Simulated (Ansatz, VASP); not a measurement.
Two plane-wave programs on CaF7

```
Ca F
1.0
     0.00000    3.54923    3.54923
     3.54923    0.00000    3.54923
     3.54923    3.54923    0.00000
Ca F
1 7
Direct
  0.00000 0.00000 0.00000
  0.50000 0.00000 0.00000
  0.00000 0.50000 0.50000
  0.00000 0.50000 0.00000
  0.50000 0.00000 0.50000
  0.00000 0.00000 0.50000
  0.50000 0.50000 0.00000
  0.50000 0.50000 0.50000
```

Change from the starting cell: species swapped into the Zn7Tc type (Fm-3m, No. 225).

Alike in both runs: task relaxation of cell and atoms; functional PBE; k mesh 10 × 10 × 10; occupations gaussian, width 0.1 eV; no spin polarisation.

|  | VASP | Ansatz |
| --- | --- | --- |
| version | VASP 6.6.1 | Ansatz 0.2.0 |
| potentials or method | VASP PAW PBE potentials, release 64 (Ca_sv, F) | scalar-relativistic, plane waves, PAW |
| plane-wave cutoff (eV) | 600 | 420 |
| valence electrons in the cell | 59 | 59 |

VASP gave:

- gap on the k mesh at the Fermi level, each at its own relaxed structure (eV): none
- relaxed volume (Å³/atom): 11.14
- relaxed cell length with the largest relative difference (Å): 5.013

What did Ansatz give for the same quantities?

gap on the k mesh at the Fermi level, each at its own relaxed structure (eV): none; relaxed volume (Å³/atom): 11.18; relaxed cell length with the largest relative difference (Å): 5.019.

A gap of «none» marks a metal or a gap that the smearing closes.

Caveats: an odd number of electrons without spin polarisation forces a metal; a magnetic or distorted state may lie lower.
